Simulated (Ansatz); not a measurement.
CdS (started from an entry of an open crystallographic database), relaxed with r2SCAN: 4 runs in the PAW code Ansatz, each a calculation of independent-particle optics. The symmetry is F-43m (No. 216, cubic); conventional cell a = 5.878 Å, 25.39 Å³ an atom. Cd has 4 S at 2.55 Å; S has 4 Cd at 2.55 Å. No spin polarisation and no zero-point or thermal motion.

```yaml
crystal:
  lattice:
    - [0.00000, 2.93921, 2.93921]
    - [2.93921, 0.00000, 2.93921]
    - [2.93921, 2.93921, 0.00000]
  atoms:
    - { symbol: Cd, position: [0.00000, 0.00000, 0.00000] }
    - { symbol: S, position: [0.25000, 0.25000, 0.25000] }
```

On meshes this coarse, single peaks can be features of the mesh. No local fields, no excitons; the zone sum runs over the cells of the mesh, and ε∞ includes the bands left out of the spectrum. Up to four peaks are listed, those above 15 % of the tallest and inside the complete range; the four can differ from row to row. Rows marked drawn have settings drawn at random (some not listed).

| functional | k mesh | broadening (eV) | scissors (eV) | range (eV) | settings | direct gap on the mesh before scissors (eV) | ε∞ xx | ε∞ yy | ε∞ zz | complete up to (eV) | tallest peaks of mean ε₂ (eV) |
| --- | --- | --- | --- | --- | --- | --- | --- | --- | --- | --- | --- |
| PBE | 6×6×6 | 0.1 | 0.00 | 0–12 | chosen | 1.09 | 6.55 | 6.55 | 6.55 | 12.0 | 5.65 6.10 6.95 7.60 |
| r2SCAN | 6×6×6 | 0.1 | 0.00 | 0–12 | chosen | 1.54 | 5.68 | 5.68 | 5.68 | 12.0 | 6.05 6.60 7.30 8.00 |
| PBE | 6×6×6 | 0.1 | 1.02 (to HSE06) | 0–12 | chosen | 1.09 | 5.55 | 5.55 | 5.55 | 12.0 | 6.65 7.10 7.95 8.65 |
| LDA | 4×4×4 | 0.03 | 0.60 | 0–6 | drawn | 0.80 | 6.48 | 6.48 | 6.48 | 6.0 | 4.20 |

Spin-orbit coupling is left out.
